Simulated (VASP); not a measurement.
# Sn: relaxation of cell and atoms with PBE

Sn:

```
Sn
1.0
    -1.89465    1.89465    1.89465
     1.89465   -1.89465    1.89465
     1.89465    1.89465   -1.89465
Sn
1
Direct
  0.00000 0.00000 0.00000
```

This isn't the form of Sn at room conditions, which is tetragonal (white tin).

* Program: VASP 6.6.1
* Task: relaxation of cell and atoms
* Functional: PBE
* Potentials or basis: VASP PAW PBE potentials, release 64 (Sn_d)
* Cutoff: 600 eV
* k mesh: 10 × 10 × 10
* Occupations: fermi-dirac, width 0.05 eV
* Spin: no spin polarisation
* Further INCAR settings: ALGO = Normal; EDIFF = 1e-07; IBRION = 2; EDIFFG = -0.01; NSW = 60; ISIF = 3

| Item | Value |
| --- | --- |
| Relaxed volume | 27.58 Å³/atom |
| Relaxed cell | a = 3.297 Å, b = 3.297 Å, c = 3.297 Å, α = 109.47°, β = 109.47°, γ = 109.47° |
| Space group after relaxing (to 0.05 Å) | Im-3m (No. 229) |
| Energy gained by relaxing | 0.7 meV/atom |
| Ionic steps | 3 |
| Pressure after relaxing | 0.0 GPa |
| Band gap on the k mesh | none (metal or under the smearing width) |

Step by step:
```
step  energy change (eV)  largest force (eV/Å)  pressure (GPa)  volume (Å³)
   1              0.0000                0.0000            0.63        27.20
   2             -0.0007                0.0000           -0.06        27.63
   3             -0.0007                0.0000            0.00        27.58
```

Final structure:
```cif
data_structure
_symmetry_space_group_name_H-M 'P 1'
_symmetry_Int_Tables_number 1
_cell_length_a 3.2968
_cell_length_b 3.2968
_cell_length_c 3.2968
_cell_angle_alpha 109.471
_cell_angle_beta 109.471
_cell_angle_gamma 109.471
_cell_volume 27.58
loop_
_atom_site_label
_atom_site_type_symbol
_atom_site_fract_x
_atom_site_fract_y
_atom_site_fract_z
_atom_site_occupancy
Sn1 Sn 0.00000 0.00000 0.00000 1
```

Levels at points of the mesh, in eV from the Fermi level:
| k point | band 3 | band 4 | band 5 | band 6 | band 7 | band 8 | band 9 | band 10 | band 11 |
| --- | --- | --- | --- | --- | --- | --- | --- | --- | --- |
| (0.00, 0.00, 0.00) | -21.53 | -21.40 | -21.40 | -10.95 | 7.86 | 7.86 | 7.86 | 12.12 | 12.12 |
| (0.50, 0.00, 0.00) | -21.40 | -21.40 | -21.32 | -6.36 | -4.31 | 3.59 | 5.42 | 7.90 | 8.23 |
| (0.50, 0.50, 0.50) | -21.34 | -21.34 | -21.34 | -2.52 | -0.43 | -0.43 | -0.43 | 3.87 | 3.87 |

Run time: 19 s on 1 thread of Intel(R) Xeon(R) 6975P-C (Granite Rapids) (shared host), peak memory 0.17 GiB.
